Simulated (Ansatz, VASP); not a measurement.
**HfO2 in VASP and in Ansatz**

The input INCAR:

```
SYSTEM = HfO2
PREC = Accurate
ENCUT = 520
EDIFF = 1E-6
ISMEAR = 0
SIGMA = 0.05
LREAL = .FALSE.
LASPH = .TRUE.
NELM = 100
ALGO = Normal
ISIF = 2
LWAVE = .FALSE.
LCHARG = .FALSE.
GGA = PS
NBANDS = 18
```

Contents of KPOINTS:

```
Automatic mesh
0
G
  8 8 8
  0 0 0
```

File POSCAR:

```
HfO2
1.0
    0.0000000000      2.4935625000      2.5575000000
    2.4935625000      0.0000000000      2.5575000000
    2.4935625000      2.4935625000      0.0000000000
Hf O
1 2
Direct
    0.0000000000      0.0000000000      0.0000000000
    0.2500000000      0.2500000000      0.2500000000
    0.7500000000      0.7500000000      0.7500000000
```

Input for Ansatz:

```yaml
crystal:
  lattice:
    - [0.0, 2.4935625, 2.5575]
    - [2.4935625, 0.0, 2.5575]
    - [2.4935625, 2.4935625, 0.0]
  atoms:
    - { symbol: Hf, position: [0.0, 0.0, 0.0] }
    - { symbol: O, position: [0.25, 0.25, 0.25] }
    - { symbol: O, position: [0.75, 0.75, 0.75] }
basis:
  ecutwfc: 420
kpoints:
  mp_grid: { grid: [8, 8, 8] }
hamiltonian:
  xc: pbesol
scf:
  occupations: { method: gaussian, width: 0.05 }
output:
  forces: true
  stress: true
  eigenvalues: true
```

Change from the starting cell: strain -0.025 along x and y, +0.000 along z, atoms carried along.

Alike in both runs: task single point; functional PBEsol; k mesh 8 × 8 × 8; occupations gaussian, width 0.05 eV; no spin polarisation.

|  | VASP | Ansatz |
| --- | --- | --- |
| version | VASP 6.6.1 | Ansatz 0.2.0 |
| potentials or method | VASP PAW PBE potentials, release 64 (Hf_pv, O) | scalar-relativistic, plane waves, PAW |
| plane-wave cutoff (eV) | 520 | 420 |
| valence electrons in the cell | 22 | 38 |

Ansatz gave:

| Property | Result |
| --- | --- |
| gap on the k mesh at the Fermi level (eV) | 3.54 |
| least direct gap on the mesh (eV) | 3.58 |
| pressure (GPa) | 2.3 |
| largest component of the traceless stress (GPa) | 8.00 |

Which values does VASP return?

gap on the k mesh at the Fermi level (eV): 3.55; least direct gap on the mesh (eV): 3.60; pressure (GPa): -1.4; largest component of the traceless stress (GPa): 8.16.

The two sets of potentials don't hold the same shells in valence.

Caveats: the PAW data sets were made with another functional, which shifts forces and pressure a little (VASP); spin-orbit coupling is left out, which moves the levels of the heavy elements. A k mesh can miss the band edges.
